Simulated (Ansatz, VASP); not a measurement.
## K in VASP and in Ansatz

Contents of INCAR:

```
SYSTEM = K
PREC = Accurate
ENCUT = 520
EDIFF = 1E-7
ISMEAR = 1
SIGMA = 0.1
LREAL = .False.
LASPH = .True.
NELM = 80
ALGO = Normal
ISIF = 2
LWAVE = .False.
LCHARG = .False.
GGA = CA
NBANDS = 10
```

KPOINTS

```
Automatic mesh
0
Gamma
  9 9 9
  0 0 0
```

POSCAR

```
K
1.0
   -2.5241928768      2.5241928768      2.5241928768
    2.5241928768     -2.5241928768      2.5241928768
    2.5241928768      2.5241928768     -2.5241928768
K
1
Direct
    0.0000000000      0.0000000000      0.0000000000
```

Input for Ansatz:

```yaml
crystal:
  lattice:
    - [-2.5241928768, 2.5241928768, 2.5241928768]
    - [2.5241928768, -2.5241928768, 2.5241928768]
    - [2.5241928768, 2.5241928768, -2.5241928768]
  atoms:
    - { symbol: K, position: [0.0, 0.0, 0.0] }
hamiltonian:
  xc: lda
  pseudopotentials:
    kind: paw
    azcp:
      K: "pseudopotentials/K.paw.azcp"
basis:
  ecutwfc: 420
  fft_grid_basis: typed
kpoints:
  mp_grid: { grid: [9, 9, 9], shift: [0, 0, 0] }
magnetization:
  spin_polarized: false
scf:
  occupations: { method: cold, width: 0.1 }
  lower_state_search: "off"
output:
  stress: true
```

Alike in both runs: task single point; functional LDA; k mesh 9 × 9 × 9; no spin polarisation.

|  | VASP | Ansatz |
| --- | --- | --- |
| version | VASP 6.6.1 | Ansatz 0.2.0 |
| potentials or method | VASP PAW LDA potentials, release 64 (K_sv) | plane waves (420 eV) with PAW, scalar-relativistic |
| plane-wave cutoff (eV) | 520 | 420 |
| occupations | methfessel-paxton of order 1, width 0.1 eV | cold, width 0.1 eV |
| valence electrons in the cell | 9 | 9 |

|  | VASP | Ansatz | Ansatz less VASP |
| --- | --- | --- | --- |
| pressure (GPa) | 0.0 | 0.0 | +0.02 |

Ansatz warned: «pseudo_functional_mismatch».
